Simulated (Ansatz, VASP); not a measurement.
## Ti in VASP and in Ansatz

INCAR

```
  AGGAC = 1.0
  AGGAX = 1.0
  ALDAC = 0.0
  ALDAX = 1.0
  ALGO = Normal
  EDIFF = 1E-6
  EDIFFG = -0.01
  ENCUT = 600
  GGA = B5
  IBRION = 2
  ISIF = 3
  ISMEAR = -1
  LASPH = True
  LCHARG = False
  LREAL = False
  LWAVE = False
  NELM = 80
  NSW = 60
  PREC = Accurate
  SIGMA = 0.05
```

The input KPOINTS:

```
k-points
0
Gamma
  11 11 11
```

Contents of POSCAR:

```
Ti
1.0
   -1.6410000000      1.6410000000      1.6410000000
    1.6410000000     -1.6410000000      1.6410000000
    1.6410000000      1.6410000000     -1.6410000000
Ti
1
Direct
    0.0000000000      0.0000000000      0.0000000000
```

Contents of input.yaml:

```yaml
crystal:
  lattice:
    - [-1.641, 1.641, 1.641]
    - [1.641, -1.641, 1.641]
    - [1.641, 1.641, -1.641]
  atoms:
    - { symbol: Ti, position: [0.0, 0.0, 0.0] }
hamiltonian:
  xc: blyp
  pseudopotentials: { kind: paw }
kpoints:
  mp_grid: { grid: [11, 11, 11] }
scf:
  occupations: { method: fermi_dirac, width: 0.05 }
output:
  forces: true
  stress: true
  eigenvalues: true
relax:
  f_tol: 0.01
  max_steps: 40
  cell: { stress_tol: 0.05 }
```

This isn't the form of Ti at room conditions, which is hcp.

Alike in both runs: task relaxation of cell and atoms; functional BLYP; k mesh 11 × 11 × 11; occupations fermi-dirac, width 0.05 eV; no spin polarisation.

```csv
,VASP,Ansatz
version,VASP 6.6.1,Ansatz 0.2.0
potentials or method,"VASP PAW PBE potentials, release 64 (Ti_sv)",Ansatz PAW
plane-wave cutoff (eV),600,420
valence electrons in the cell,12,12
```

```csv
,VASP,Ansatz,Ansatz less VASP
"gap on the k mesh at the Fermi level, each at its own relaxed structure (eV)",none,none,-
relaxed volume (Å³/atom),17.62,17.62,-0.002
relaxed cell length with the largest relative difference (Å),2.839,2.839,-0.0001
```

A gap of «none» marks a metal or a gap that the smearing closes.

Caveats: the PAW data sets were made with another functional, which shifts forces and pressure a little (VASP); the plane-wave basis is chosen anew once the cell has moved, so the energies of steps on either side of that aren't comparable (Ansatz); the PAW data sets come from PBE, with cores solved anew for the run's functional, which leaves a small shift of forces and pressure (Ansatz).
